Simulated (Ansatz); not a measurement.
# PbO: the cell at several levels of theory

How does the equilibrium cell of wurtzite PbO depend on the functional? It is relaxed with PBE, r2SCAN, PBEsol and LDA. This is a trial cell built on a prototype, not taken from a measured structure, and it needn't be the compound's ground state.

Program: Ansatz 0.2.0. PAW datasets, plane waves, zero pressure. The calculation is spin-unpolarised, and the structure need not be a phase that has been made.

## Step 1: The cell

This is the cell as the run starts from it, not yet at rest; its lengths are not the crystal's.

The symmetry is P6_3mc (No. 186, hexagonal); conventional cell a = 3.299 Å, c = 5.387 Å, 12.69 Å³ an atom. Pb has 4 O at 2.02 Å; O has 4 Pb at 2.02 Å.

Coordinates:

```
Pb O
1.0
     3.29881    0.00000    0.00000
    -1.64940    2.85685    0.00000
     0.00000    0.00000    5.38696
Pb O
2 2
Direct
  0.33333 0.66667 0.00000
  0.66667 0.33333 0.50000
  0.33333 0.66667 0.37500
  0.66667 0.33333 0.87500
```

## Step 2: PBE: cell and atoms

File input.yaml:

```yaml
crystal:
  lattice:
    - [3.2988094863, 0.0, 0.0]
    - [-1.6494047431, 2.8568528173, 0.0]
    - [0.0, 0.0, 5.3869558911]
  atoms:
    - { symbol: Pb, position: [0.3333333333, 0.6666666667, 0.0] }
    - { symbol: Pb, position: [0.6666666667, 0.3333333333, 0.5] }
    - { symbol: O, position: [0.3333333333, 0.6666666667, 0.375] }
    - { symbol: O, position: [0.6666666667, 0.3333333333, 0.875] }
kpoints:
  mp_grid: { grid: [12, 12, 4] }
hamiltonian:
  xc: pbe
scf:
  occupations: { method: fermi_dirac, width: 0.02 }
relax:
  f_tol: 0.005
  cell: {}
```

Run with:

```sh
> ansatz run input.yaml --threads 2 --pin off --max-ram 2211MiB --backend cpu --events-out ev --progress --plain --runs-dir out
```

The runs that follow: Relaxing with r2SCAN; Relaxing with PBEsol; Relaxing with LDA.

What does the calculation give? Wanted: for each run, a; c; volume; space group; SCF geometries.

The runs gave:

```
 level  a (Å)  c (Å)  volume (Å³/atom)  space group  SCF geometries
   PBE  4.198  5.856            22.346       P6_3mc              23
r2SCAN  4.197  5.622            21.440       P6_3mc               7
PBEsol  4.171  5.598            21.084       P6_3mc               9
   LDA  4.139  5.474            20.302       P6_3mc              11
```

The first relaxation changed the volume by +76.1 % from the start. LDA gives the smallest cell and PBE the largest; they differ by 10.1 % in volume, a mean of 3.3 % in length. The meshes differ: PBE 12×12×4, r2SCAN 6×6×4, PBEsol 6×6×4, LDA 6×6×4.
